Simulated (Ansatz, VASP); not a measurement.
One calculation of ZnO, two programs

```
Zn O
1.0
     3.23001    0.00000    0.00000
    -1.61500    2.79727    0.00000
     0.00000    0.00000    5.21434
Zn O
2 2
Direct
  0.33333 0.66667 0.50004
  0.66667 0.33333 0.00004
  0.66667 0.33333 0.37897
  0.33333 0.66667 0.87897
```

Change from the starting cell: unstrained.

Alike in both runs: task single point; functional PBEsol; k mesh 8 × 8 × 4; no spin polarisation.

|  | VASP | Ansatz |
| --- | --- | --- |
| version | VASP 6.6.1 | Ansatz 0.2.0 |
| potentials or method | VASP PAW PBE potentials, release 64 (Zn, O), cutoff 520 eV | all-electron LAPW, scalar-relativistic |
| occupations | gaussian, width 0.01 eV | fixed |

Ansatz gave:

```
gap on the k mesh at the Fermi level (eV) : 0.72
pressure (GPa)                            : -0.1
```

**Question.** Which values does VASP return?

**Answer.** gap on the k mesh at the Fermi level (eV): 0.69; pressure (GPa): 1.0.

Ansatz ran all-electron here, so the differences hold the error of VASP's frozen core and of both bases.

Caveats: the PAW data sets were made with another functional, which shifts forces and pressure a little (VASP).
